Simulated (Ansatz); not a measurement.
**GaP: band structure with PBEsol**

**What was measured.**

“Stacking defects in GaP nanowires: Electronic structure and optical properties”, 2018, arxiv:1810.01194 quotes, for a bulk crystal of GaP at 10 K: band gap 2.34 eV (indirect).

Crystal: GaP.

```
Ga P
1.0
     0.00000    2.72525    2.72525
     2.72525    0.00000    2.72525
     2.72525    2.72525    0.00000
Ga P
1 1
Direct
  0.00000 0.00000 0.00000
  0.75000 0.75000 0.75000
```

```
Program             : Ansatz 0.2.0
Task                : band structure
Functional          : PBEsol
Potentials or basis : all-electron LAPW, scalar-relativistic
Cutoff              : 278 eV (chosen from the basis error)
Basis error allowed : 0.001 eV/atom
k mesh              : 6 × 6 × 6
Occupations         : fermi-dirac, width 0.05 eV
Spin                : no spin polarisation
```

- Pressure: -0.5 GPa
- Band gap on the k mesh: 1.51 eV, indirect (least direct gap 1.74 eV)
- Band gap along the path: 1.46 eV, indirect (least direct gap 1.74 eV)

Levels at the corners of the path, in eV from the valence-band top:
| point | band 15 | band 16 | band 17 | band 18 | band 19 | band 20 |
| --- | --- | --- | --- | --- | --- | --- |
| Γ | 0.00 | 0.00 | 0.00 | 1.74 | 3.82 | 3.82 |
| X | -6.81 | -2.71 | -2.71 | 1.51 | 1.71 | 10.52 |
| W | -6.60 | -3.63 | -3.48 | 4.59 | 4.83 | 6.01 |
| K | -6.59 | -4.00 | -2.28 | 2.07 | 4.72 | 8.16 |
| Γ | 0.00 | 0.00 | 0.00 | 1.74 | 3.82 | 3.82 |
| L | -6.69 | -1.13 | -1.13 | 1.58 | 4.64 | 4.64 |
| U | -6.59 | -4.00 | -2.28 | 2.07 | 4.72 | 8.16 |
| W | -6.60 | -3.63 | -3.48 | 4.59 | 4.83 | 6.01 |

Wall time 21 s on 1 thread of Intel(R) Xeon(R) Processor @ 2.50GHz (Skylake/Cascade Lake), on a shared host, peak memory 0.26 GiB.

A measured gap of GaP is 2.34 eV (indirect; 10 K; quoted in “Stacking defects in GaP nanowires: Electronic structure and optical properties”, 2018, arxiv:1810.01194); the calculated 1.46 eV misses it by -0.88 eV. Spin-orbit coupling on Ga is left out. The value is that of PBEsol, without temperature or zero-point motion. Semilocal functionals fall short of measured gaps as a rule.
